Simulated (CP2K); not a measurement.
An input for CP2K 2026.2 (Ti):

ti_scf.inp

```
&GLOBAL
  PROJECT ti_scf
  RUN_TYPE ENERGY_FORCE
  PRINT_LEVEL LOW
&END GLOBAL
&FORCE_EVAL
  METHOD QS
  STRESS_TENSOR ANALYTICAL
  &DFT
    BASIS_SET_FILE_NAME basis_sets
    POTENTIAL_FILE_NAME POTENTIAL_UZH
    &MGRID
      CUTOFF 450
      REL_CUTOFF 60
      NGRIDS 4
    &END MGRID
    &QS
      METHOD GPW
      EPS_DEFAULT 1.0E-10
    &END QS
    &KPOINTS
      SCHEME MONKHORST-PACK 11 11 11
      GAMMA_CENTERED T
      SYMMETRY T
      SYMMETRY_BACKEND SPGLIB
    &END KPOINTS
    &SCF
      SCF_GUESS ATOMIC
      EPS_SCF 1.0E-6
      MAX_SCF 80
      ADDED_MOS 11
      CHOLESKY OFF
      EPS_EIGVAL 1.0E-7
      &DIAGONALIZATION ON
        ALGORITHM STANDARD
      &END DIAGONALIZATION
      &MIXING ON
        METHOD BROYDEN_MIXING
        ALPHA 0.4
        BETA 1.5
        NBUFFER 8
      &END MIXING
      &SMEAR ON
        METHOD FERMI_DIRAC
        ELECTRONIC_TEMPERATURE 1160.45
      &END SMEAR
    &END SCF
    &XC
      &XC_FUNCTIONAL PBE
      &END XC_FUNCTIONAL
    &END XC
    &PRINT
      &KPOINTS ON
      &END KPOINTS
      &MULLIKEN ON
      &END MULLIKEN
      &MO ON
        ENERGIES T
        OCCUPATION_NUMBERS T
        &EACH
          QS_SCF 0
        &END EACH
        ADD_LAST NUMERIC
      &END MO
      &LOWDIN ON
      &END LOWDIN
      &HIRSHFELD ON
        SHAPE_FUNCTION DENSITY
      &END HIRSHFELD
    &END PRINT
  &END DFT
  &SUBSYS
    &CELL
      A 2.8708535316 0.0000000000 0.0000000000
      B 1.4354267658 2.4862320889 0.0000000000
      C 1.4354267658 0.8287440296 2.3440420929
      PERIODIC XYZ
    &END CELL
    &COORD
      SCALED
      Ti  0.0000000000 0.0000000000 0.0000000000
    &END COORD
    &KIND Ti
      BASIS_SET TZVP-MOLOPT-PBE-GTH-q12
      POTENTIAL GTH-PBE-q12
    &END KIND
    &PRINT
      &ATOMIC_COORDINATES ON
      &END ATOMIC_COORDINATES
      &CELL ON
      &END CELL
    &END PRINT
  &END SUBSYS
  &PRINT
    &FORCES ON
    &END FORCES
    &STRESS_TENSOR ON
    &END STRESS_TENSOR
  &END PRINT
&END FORCE_EVAL
```

Potentials or basis: POTENTIAL_UZH Ti GTH-PBE-q12; TZVP-MOLOPT-PBE-GTH basis.

Launch:

```console
$ OMP_NUM_THREADS=1 cp2k.psmp -i ti_scf.inp -o ti_scf.out
```

Question: How does this run end?

Answer: The run stopped without a result. It printed:

ti_scf.out:

```text

 CP2K| version string:                                       CP2K version 2026.2
 CP2K| Input file name                                                ti_scf.inp

 GLOBAL| Force Environment number                                              1
 GLOBAL| Basis set file name                                          basis_sets
 GLOBAL| Potential file name                                       POTENTIAL_UZH
 GLOBAL| MM Potential file name                                     MM_POTENTIAL
 GLOBAL| Coordinate file name                                      __STD_INPUT__
 GLOBAL| Method name                                                        CP2K
[... 36 lines left out ...]
 *******************************************************************************
 *   ___                                                                       *
 *  /   \                                                                      *
 * [ABORT]   The specified OLD file <basis_sets> cannot be opened. It does not *
 *  \___/                       exist. Data directory path:                    *
 *    |           <dir>      *
 *  O/|                                                                        *
 * /| |                                                                        *
 * / \                                                   common/cp_files.F:406 *
 *******************************************************************************

 ===== Routine Calling Stack =====

            3 read_qs_kind
            2 create_qs_kind_set
            1 CP2K
```
